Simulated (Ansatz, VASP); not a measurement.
## ZnO in VASP and in Ansatz

INCAR

```
SYSTEM = ZnO
PREC     = Accurate       ! precision mode
ENCUT    = 520            ! plane-wave cutoff, eV
EDIFF    = 1E-6           ! SCF threshold, eV
ISMEAR   = 0              ! smearing method
SIGMA    = 0.01           ! smearing width, eV
LREAL    = .FALSE.        ! projectors in reciprocal space
LASPH    = .TRUE.         ! aspherical terms in the spheres
NELM     = 80             ! most SCF steps
ALGO     = Normal         ! electronic algorithm
ISIF     = 2              ! what is computed and relaxed
LWAVE    = .FALSE.        ! write WAVECAR
LCHARG   = .TRUE.         ! write CHGCAR
GGA      = PE             ! functional
LELF     = .TRUE.         ! ELF
LVHAR    = .TRUE.       
NBANDS   = 46             ! bands
```

KPOINTS

```
regular mesh
0
G
  9 9 2
  0 0 0
```

The input POSCAR:

```
ZnO
1.0
    3.3041886109      0.0000000000      0.0000000000
   -1.6520943055      2.8615112760      0.0000000000
    0.0000000000      0.0000000000     10.7355399952
Zn O
4 4
Direct
    0.0000000000      0.0000000000     -0.0005573107
    0.3333333333      0.6666666667      0.2496497194
    0.0000000000      0.0000000000      0.4994426893
    0.6666666667      0.3333333333      0.7496497194
    0.0000000000      0.0000000000      0.1880731350
    0.3333333333      0.6666666667      0.4378344562
    0.0000000000      0.0000000000      0.6880731350
    0.6666666667      0.3333333333      0.9378344562
```

Input for Ansatz:

```yaml
crystal:
  lattice:
    - [3.3041886109, 0.0, 0.0]
    - [-1.6520943055, 2.861511276, 0.0]
    - [0.0, 0.0, 10.7355399952]
  atoms:
    - { symbol: Zn, position: [0.0, 0.0, -0.0005573107] }
    - { symbol: Zn, position: [0.3333333333, 0.6666666667, 0.2496497194] }
    - { symbol: Zn, position: [0.0, 0.0, 0.4994426893] }
    - { symbol: Zn, position: [0.6666666667, 0.3333333333, 0.7496497194] }
    - { symbol: O, position: [0.0, 0.0, 0.188073135] }
    - { symbol: O, position: [0.3333333333, 0.6666666667, 0.4378344562] }
    - { symbol: O, position: [0.0, 0.0, 0.688073135] }
    - { symbol: O, position: [0.6666666667, 0.3333333333, 0.9378344562] }
kpoints:
  mp_grid: { grid: [9, 9, 2] }
hamiltonian:
  xc: pbe
scf:
  occupations: { method: fixed }
  n_extra_bands: 6
output:
  forces: true
  stress: true
  eigenvalues: true
```

Alike in both runs: task single point; functional PBE; k mesh 9 × 9 × 2; no spin polarisation.

```csv
,VASP,Ansatz
version,VASP 6.6.1,Ansatz 0.2.0
potentials or method,"VASP PAW PBE potentials, release 64 (Zn, O)","plane waves, PAW"
plane-wave cutoff (eV),520,420
occupations,"gaussian, width 0.01 eV",fixed
valence electrons in the cell,72,72
```

VASP gave:

- gap on the k mesh at the Fermi level (eV): 0.63
- pressure (GPa): -2.8

**Question.** Which values does Ansatz return?

**Answer.** gap on the k mesh at the Fermi level (eV): 0.65; pressure (GPa): -3.6.
